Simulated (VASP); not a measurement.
# Sb (Fm-3m) in VASP: further runs

One crystal, Sb, is run at these levels: r2SCAN; tasks: single point.

Program: VASP 6.6.1. These are calculated values, not measurements. Logs are shortened: lines on timing, memory, paths and dates and some standing lists are left out, and cuts for length are marked.

## (1) Starting point

The structure is cubic, space group Fm-3m (No. 225). Conventional cell: a = 4.742 Å, b = 4.742 Å, c = 4.742 Å, α = 90.00°, β = 90.00°, γ = 90.00°. Sb (site symmetry m-3m) has 12 Sb at 3.35 Å as nearest neighbours.

This isn't the form of Sb at room conditions, which is rhombohedral.

## (2) Single point, r2SCAN

INCAR

```
PREC = Accurate
ENCUT = 450
EDIFF = 1E-6
ISMEAR = 1
SIGMA = 0.1
LREAL = F
LASPH = T
NELM = 100
ALGO = Normal
ISIF = 2
LWAVE = F
LCHARG = F
METAGGA = R2SCAN
LMIXTAU = T
NBANDS = 8
ADDGRID = F
```

KPOINTS

```
Automatic mesh
0
Gamma
  9 9 9
```

POSCAR

```
Sb
1.0
    0.0000000000      2.3712425216      2.3712425216
    2.3712425216      0.0000000000      2.3712425216
    2.3712425216      2.3712425216      0.0000000000
Sb
1
Direct
    0.0000000000      0.0000000000      0.0000000000
```

Potentials or basis: VASP PAW PBE potentials, release 64 (Sb).

The run is started by

```
$ cat potpaw_PBE.64/Sb/POTCAR > POTCAR
$ mpirun -np 1 vasp_std > vasp.out
```

OUTCAR:

```text
PREC = Accurate
   ENCUT = 450
   EDIFF = 1E-6
   ISMEAR = 1
   LREAL = F
   LASPH = T
   NELM = 100
   ISIF = 2
   METAGGA = R2SCAN

 Found     35 irreducible k-points:

 Following reciprocal coordinates:
            Coordinates               Weight
  0.000000  0.000000  0.000000      1.000000
  0.111111  0.000000  0.000000      8.000000
  0.222222  0.000000  0.000000      8.000000
  0.333333  0.000000  0.000000      8.000000
  0.444444  0.000000  0.000000      8.000000
  0.111111  0.111111  0.000000      6.000000
   k-points           NKPTS =     35   k-points in BZ     NKDIM =     35   number of bands    NBANDS=      8
   number of dos      NEDOS =    301   number of ions     NIONS =      1
   total plane-waves  NPLWV =  13824
   dimension x,y,z NGX =    24 NGY =   24 NGZ =   24
   dimension x,y,z NGXF=    48 NGYF=   48 NGZF=   48
   ions per type =               1
   NGX,Y,Z   is equivalent  to a cutoff of  11.90, 11.90, 11.90 a.u.
   NGXF,Y,Z  is equivalent  to a cutoff of  23.80, 23.80, 23.80 a.u.
 SYSTEM =  unknown system
   PREC   = accura    normal or accurate (medium, high low for compatibility)
   ISTART =      0    job   : 0-new  1-cont  2-samecut
   ICHARG =      2    charge: 1-file 2-atom 10-const
   ISPIN  =      1    spin polarized calculation?
   LNONCOLLINEAR =      F non collinear calculations
   LSORBIT =      F    spin-orbit coupling
   LASPH  =      T    aspherical Exc in radial PAW
   ENCUT  =  450.0 eV  33.07 Ry    5.75 a.u.   5.80  5.80  5.80*2*pi/ulx,y,z
   NELM   =    100;   NELMIN=  2; NELMDL= -5     # of ELM steps
   EDIFF  = 0.1E-05   stopping-criterion for ELM
   LREAL  =      F    real-space projection
   EDIFFG = 0.1E-04   stopping-criterion for IOM
   NSW    =      0    number of steps for IOM
   IBRION =     -1    ionic relax: 0-MD 1-quasi-New 2-CG
   NFREE  =      0    steps in history (QN), initial steepest desc. (CG)
   ISIF   =      2    stress and relaxation
   ISYM   =      2    0-nonsym 1-usesym 2-fastsym
   POTIM  = 0.5000    time-step for ionic-motion
   TEBEG  =    0.0;   TEEND  =   0.0 temperature during run
   PSTRESS=    0.0 pullay stress
   NELECT =       5.0000    total number of electrons
   NUPDOWN=      -1.0000    fix difference up-down
   EMIN   =  10.00;   EMAX   =-10.00  energy-range for DOS
   EFERMI =   0.00;   METHOD = LEGACY
   ISMEAR =     1;   SIGMA  =   0.10  broadening in eV -4-tet -1-fermi 0-gaus
   EFERMI_NEDOS =   21; number of points for ismear=-14 and -15
   IALGO  =     38    algorithm
   IMIX   =      4    mixing-type and parameters
     AMIX     =   0.40;   BMIX     =  1.00
     AMIX_MAG =   1.60;   BMIX_MAG =  1.00
  volume/ion in A,a.u.               =      26.67       179.95
  Fermi-wavevector in a.u.,A,eV,Ry     =   0.937013  1.770697 11.945820  0.877993
  Thomas-Fermi vector in A             =   2.064081
   LORBIT       =      0    0 simple, 1 ext, 2 COOP (PROOUT), +10 PAW based schemes
   METAGGA = R2SCAN    functional components
   LHFCALC =     F    Hartree Fock is set to
   AEXX    =    0.0000 exact exchange contribution
   IVDW    =     0    specifies the selected vdW correction
   LEPSILON=     F    determine dielectric tensor
   LRPA    =     F    only Hartree local field effects (RPA)
 non-spin polarized calculation
 Methfessel and Paxton  Order N= 1 SIGMA  =   0.10
  energy-cutoff  :      450.00
  volume of cell :       26.67
 maximum number of plane-waves:       589
   NGX = 11   NGY = 11   NGZ = 11

 number of electron       5.0000000 magnetization

 Free energy of the ion-electron system (eV)
  ---------------------------------------------------
  ext. energy  EPLUGINS =         0.00000000
  ---------------------------------------------------
  free energy    TOTEN  =       -25.21830997 eV

  energy without entropy =      -25.21935846  energy(sigma->0) =      -25.21865947

 E-fermi :   8.7458     XC(G=0): -10.8776

 val. band max:        8.6526042456   @ k =   0.2222   0.0000   0.0000
 cond. band min:       8.8203428895   @ k =  -0.4444   0.2222   0.1111
 fundamental gap:      0.1677386440
 Fermi energy:         8.7458488077

 k-point     1 :       0.0000    0.0000    0.0000
  band No.  band energies     occupation
      1      -5.0653      2.00000
      2      14.3050      0.00000
      3      14.3050      0.00000
      4      14.3050      0.00000
      5      19.0483      0.00000
      6      19.0483      0.00000
      7      19.0483      0.00000
      8      19.6193      0.00000

 k-point     2 :       0.1111    0.0000    0.0000
  band No.  band energies     occupation
      1      -4.8037      2.00000
      2      12.1760      0.00000
      3      13.9705      0.00000
      4      13.9705      0.00000
      5      18.0477      0.00000
      6      19.5763      0.00000
      7      19.5763      0.00000
      8      21.9131      0.00000

 k-point     3 :       0.2222    0.0000    0.0000
  band No.  band energies     occupation
      1      -4.0265      2.00000
      2       8.6526      2.03324
      3      13.3311      0.00000
      4      13.3311      0.00000
      5      17.5442      0.00000
      6      19.7485      0.00000
      7      19.7485      0.00000
      8      21.5682      0.00000

 k-point     4 :       0.3333    0.0000    0.0000
  band No.  band energies     occupation
      1      -2.7768      2.00000
      2       5.3599      2.00000
      3      12.7898      0.00000
      4      12.7898      0.00000
      5      17.3629      0.00000
      6      18.8194      0.00000
      7      18.8194      0.00000
      8      20.1229      0.00000

 k-point     5 :       0.4444    0.0000    0.0000
  band No.  band energies     occupation
      1      -1.3254      2.00000
      2       2.8508      2.00000
      3      12.4969      0.00000
      4      12.4969      0.00000
      5      17.4113      0.00000
      6      18.2482      0.00000
      7      18.2482      0.00000
      8      19.2319      0.00000

 k-point     6 :       0.1111    0.1111    0.0000
  band No.  band energies     occupation
      1      -4.7163      2.00000
      2      13.0576      0.00000
      3      13.0809      0.00000
      4      13.0809      0.00000
      5      16.9816      0.00000
      6      20.1069      0.00000
      7      20.5888      0.00000
      8      20.5888      0.00000

 [... further k-points ...]

------------------------ aborting loop because EDIFF is reached ----------------------------------------

  FORCE on cell =-STRESS in cart. coord.  units (eV):
  Direction    XX          YY          ZZ          XY          YZ          ZX
  --------------------------------------------------------------------------------------
  -------------------------------------------------------------------------------------
  Total        0.2157015      0.2157015      0.2157015     -0.0000000     -0.0000000      0.0000000
  in kB       12.9600252     12.9600252     12.9600252     -0.0000000     -0.0000000      0.0000000
  external PRESSURE =      12.9600252 kB  Pullay stress =       0.0000000 kB

 VOLUME and BASIS-vectors are now :
 -----------------------------------------------------------------------------
  energy-cutoff  :      450.00
  volume of cell :       26.67
      direct lattice vectors                 reciprocal lattice vectors
     0.000000000  2.371242522  2.371242522    -0.210859916  0.210859916  0.210859916
     2.371242522  0.000000000  2.371242522     0.210859916 -0.210859916  0.210859916
     2.371242522  2.371242522  0.000000000     0.210859916  0.210859916 -0.210859916

 POSITION                                       TOTAL-FORCE (eV/Angst)
 -----------------------------------------------------------------------------------
      0.00000      0.00000      0.00000         0.000000     -0.000000      0.000000
 -----------------------------------------------------------------------------------
    total drift:                                0.000000     -0.000000      0.000000

  FREE ENERGIE OF THE ION-ELECTRON SYSTEM (eV)
  ---------------------------------------------------
  free  energy   TOTEN  =       -25.2183099731 eV

  energy  without entropy=      -25.2193584571  energy(sigma->0) =      -25.21865947
```

Run time: 11 s. Hardware: 1 thread of Intel Xeon 6975P-C (Granite Rapids), shared host; peak memory 0.14 GiB.

The run converged, but some of its settings lie outside the range that counts as converged, so its numbers aren't taken as properties of the crystal.

What came out:

```yaml
Free_energy: -25.2183 eV
Pressure: 1.3 GPa
Band_gap_on_the_k_mesh: none (metal or under the smearing width)
```

Caveat: the PAW data sets were made with another functional, which shifts forces and pressure a little.

## (3) Single point, r2SCAN

Changes to INCAR since step 2:

```diff
@@ -1,3 +1,3 @@
 PREC = Accurate
-ENCUT = 450
+ENCUT = 900
 EDIFF = 1E-6
```

KPOINTS

```
Automatic mesh
0
Gamma
  7 7 7
```

POSCAR is that of step 2.

Potentials or basis: VASP PAW PBE potentials, release 64 (Sb).

The run is started by

```
$ cat potpaw_PBE.64/Sb/POTCAR > POTCAR
$ mpirun -np 1 vasp_std > vasp.out
```

OUTCAR:

```text
PREC = Accurate
   ENCUT = 900
   EDIFF = 1E-6
   ISMEAR = 1
   LREAL = F
   LASPH = T
   NELM = 100
   ISIF = 2
   METAGGA = R2SCAN

 Found     20 irreducible k-points:

 Following reciprocal coordinates:
            Coordinates               Weight
  0.000000  0.000000  0.000000      1.000000
  0.142857  0.000000  0.000000      8.000000
  0.285714  0.000000  0.000000      8.000000
  0.428571  0.000000  0.000000      8.000000
  0.142857  0.142857  0.000000      6.000000
  0.285714  0.142857  0.000000     24.000000
   k-points           NKPTS =     20   k-points in BZ     NKDIM =     20   number of bands    NBANDS=      8
   number of dos      NEDOS =    301   number of ions     NIONS =      1
   total plane-waves  NPLWV =  46656
   dimension x,y,z NGX =    36 NGY =   36 NGZ =   36
   dimension x,y,z NGXF=    72 NGYF=   72 NGZF=   72
   ions per type =               1
   NGX,Y,Z   is equivalent  to a cutoff of  17.85, 17.85, 17.85 a.u.
   NGXF,Y,Z  is equivalent  to a cutoff of  35.69, 35.69, 35.69 a.u.
 SYSTEM =  unknown system
   PREC   = accura    normal or accurate (medium, high low for compatibility)
   ISTART =      0    job   : 0-new  1-cont  2-samecut
   ICHARG =      2    charge: 1-file 2-atom 10-const
   ISPIN  =      1    spin polarized calculation?
   LNONCOLLINEAR =      F non collinear calculations
   LSORBIT =      F    spin-orbit coupling
   LASPH  =      T    aspherical Exc in radial PAW
   ENCUT  =  900.0 eV  66.15 Ry    8.13 a.u.   8.20  8.20  8.20*2*pi/ulx,y,z
   NELM   =    100;   NELMIN=  2; NELMDL= -5     # of ELM steps
   EDIFF  = 0.1E-05   stopping-criterion for ELM
   LREAL  =      F    real-space projection
   EDIFFG = 0.1E-04   stopping-criterion for IOM
   NSW    =      0    number of steps for IOM
   IBRION =     -1    ionic relax: 0-MD 1-quasi-New 2-CG
   NFREE  =      0    steps in history (QN), initial steepest desc. (CG)
   ISIF   =      2    stress and relaxation
   ISYM   =      2    0-nonsym 1-usesym 2-fastsym
   POTIM  = 0.5000    time-step for ionic-motion
   TEBEG  =    0.0;   TEEND  =   0.0 temperature during run
   PSTRESS=    0.0 pullay stress
   NELECT =       5.0000    total number of electrons
   NUPDOWN=      -1.0000    fix difference up-down
   EMIN   =  10.00;   EMAX   =-10.00  energy-range for DOS
   EFERMI =   0.00;   METHOD = LEGACY
   ISMEAR =     1;   SIGMA  =   0.10  broadening in eV -4-tet -1-fermi 0-gaus
   EFERMI_NEDOS =   21; number of points for ismear=-14 and -15
   IALGO  =     38    algorithm
   IMIX   =      4    mixing-type and parameters
     AMIX     =   0.40;   BMIX     =  1.00
     AMIX_MAG =   1.60;   BMIX_MAG =  1.00
  volume/ion in A,a.u.               =      26.67       179.95
  Fermi-wavevector in a.u.,A,eV,Ry     =   0.937013  1.770697 11.945820  0.877993
  Thomas-Fermi vector in A             =   2.064081
   LORBIT       =      0    0 simple, 1 ext, 2 COOP (PROOUT), +10 PAW based schemes
   METAGGA = R2SCAN    functional components
   LHFCALC =     F    Hartree Fock is set to
   AEXX    =    0.0000 exact exchange contribution
   IVDW    =     0    specifies the selected vdW correction
   LEPSILON=     F    determine dielectric tensor
   LRPA    =     F    only Hartree local field effects (RPA)
 non-spin polarized calculation
 Methfessel and Paxton  Order N= 1 SIGMA  =   0.10
  energy-cutoff  :      900.00
  volume of cell :       26.67
 maximum number of plane-waves:      1647
 NGX is ok and might be reduce to    36
   NGX = 17   NGY = 17   NGZ = 17

 number of electron       5.0000000 magnetization

 Free energy of the ion-electron system (eV)
  ---------------------------------------------------
  ext. energy  EPLUGINS =         0.00000000
  ---------------------------------------------------
  free energy    TOTEN  =       -25.21070326 eV

  energy without entropy =      -25.20601892  energy(sigma->0) =      -25.20914181

 E-fermi :   8.3368     XC(G=0): -10.8871

 val. band max:        8.3357893060   @ k =   0.4286   0.2857   0.0000
 cond. band min:       8.3559007971   @ k =   0.2857   0.1429   0.0000
 fundamental gap:      0.0201114911
 Fermi energy:         8.3367978585

 k-point     1 :       0.0000    0.0000    0.0000
  band No.  band energies     occupation
      1      -5.0765      2.00000
      2      14.2979      0.00000
      3      14.2979      0.00000
      4      14.2979      0.00000
      5      19.0335      0.00000
      6      19.0335      0.00000
      7      19.0335      0.00000
      8      19.6150      0.00000
[... 45 lines left out ...]
 k-point     6 :       0.2857    0.1429    0.0000
  band No.  band energies     occupation
      1      -3.5050      2.00000
      2       8.3559      0.68313
      3      11.5538      0.00000
      4      11.9359      0.00000
      5      16.3467      0.00000
      6      18.0637      0.00000
      7      21.3846      0.00000
      8      21.6973      0.00000

 [... further k-points ...]

------------------------ aborting loop because EDIFF is reached ----------------------------------------

  FORCE on cell =-STRESS in cart. coord.  units (eV):
  Direction    XX          YY          ZZ          XY          YZ          ZX
  --------------------------------------------------------------------------------------
  -------------------------------------------------------------------------------------
  Total       -0.0137306     -0.0137306     -0.0137306     -0.0000000      0.0000000     -0.0000000
  in kB       -0.8249800     -0.8249800     -0.8249800     -0.0000000      0.0000000     -0.0000000
  external PRESSURE =      -0.8249800 kB  Pullay stress =       0.0000000 kB

 VOLUME and BASIS-vectors are now :
 -----------------------------------------------------------------------------
  energy-cutoff  :      900.00
  volume of cell :       26.67
      direct lattice vectors                 reciprocal lattice vectors
     0.000000000  2.371242522  2.371242522    -0.210859916  0.210859916  0.210859916
     2.371242522  0.000000000  2.371242522     0.210859916 -0.210859916  0.210859916
     2.371242522  2.371242522  0.000000000     0.210859916  0.210859916 -0.210859916

 POSITION                                       TOTAL-FORCE (eV/Angst)
 -----------------------------------------------------------------------------------
      0.00000      0.00000      0.00000         0.000000      0.000000      0.000000
 -----------------------------------------------------------------------------------
    total drift:                               -0.000000      0.000000      0.000000

  FREE ENERGIE OF THE ION-ELECTRON SYSTEM (eV)
  ---------------------------------------------------
  free  energy   TOTEN  =       -25.2107032620 eV

  energy  without entropy=      -25.2060189183  energy(sigma->0) =      -25.20914181
```

OSZICAR:

```text
N       E                     dE             d eps       ncg     rms          rms(c)
DAV:   1    -0.125508585075E+02   -0.12551E+02   -0.24826E+03   320   0.700E+02
DAV:   2    -0.256943579969E+02   -0.13143E+02   -0.12884E+02   480   0.704E+01
DAV:   3    -0.258291700653E+02   -0.13481E+00   -0.13307E+00   416   0.770E+00
DAV:   4    -0.258295271029E+02   -0.35704E-03   -0.35696E-03   488   0.474E-01
DAV:   5    -0.258295275191E+02   -0.41616E-06   -0.41640E-06   448   0.110E-02    0.146E+00
DAV:   6    -0.250866445128E+02    0.74288E+00   -0.10740E-01   344   0.276E+00    0.915E-01
DAV:   7    -0.252672747624E+02   -0.18063E+00   -0.96315E-02   328   0.239E+00    0.163E-01
DAV:   8    -0.252103236966E+02    0.56951E-01   -0.44874E-02   344   0.156E+00    0.836E-02
DAV:   9    -0.252095780077E+02    0.74569E-03   -0.46494E-04   416   0.187E-01    0.118E-01
DAV:  10    -0.252097108190E+02   -0.13281E-03   -0.72748E-04   360   0.232E-01    0.478E-02
DAV:  11    -0.252106483114E+02   -0.93749E-03   -0.69887E-04   384   0.239E-01    0.237E-02
DAV:  12    -0.252106589731E+02   -0.10662E-04   -0.14641E-05   384   0.345E-02    0.233E-02
DAV:  13    -0.252106334588E+02    0.25514E-04   -0.29045E-06   416   0.156E-02    0.270E-02
DAV:  14    -0.252107014221E+02   -0.67963E-04   -0.75328E-05   328   0.813E-02    0.167E-03
DAV:  15    -0.252107026149E+02   -0.11928E-05   -0.13447E-06   448   0.114E-02    0.275E-03
DAV:  16    -0.252107032620E+02   -0.64710E-06   -0.13306E-07   184   0.302E-03
   1 F= -.25210703E+02 E0= -.25209142E+02  d E =-.468434E-02
```

stdout:

```text
POSCAR found type information on POSCAR Sb
 POSCAR found :  1 types and       1 ions
 scaLAPACK will be used
 -----------------------------------------------------------------------------
|                                                                             |
|                                                                             |
|     You enforced a specific xc type in the INCAR file but a different       |
|     I HOPE YOU KNOW WHAT YOU ARE DOING!                                     |
|                                                                             |
 -----------------------------------------------------------------------------

 LDA part: xc-table for (None), standard interpolation
 POSCAR, INCAR and KPOINTS ok, starting setup
 FFT: planning ... GRIDC
 FFT: planning ... GRID_SOFT
 FFT: planning ... GRID
 WAVECAR not read
 entering main loop
```

It took 25 s on 1 thread of Intel Xeon 6975P-C (Granite Rapids), shared host; peak memory 0.22 GiB.

These settings aren't checked as converged: the numbers below hold their error.

Results:

| Quantity | Value |
| --- | --- |
| Free energy | -25.2107 eV |
| Pressure | -0.1 GPa |
| Band gap on the k mesh | none (metal or under the smearing width) |

Caveat: the PAW data sets were made with another functional, which shifts forces and pressure a little.

(Continued in part 2 of 2.)
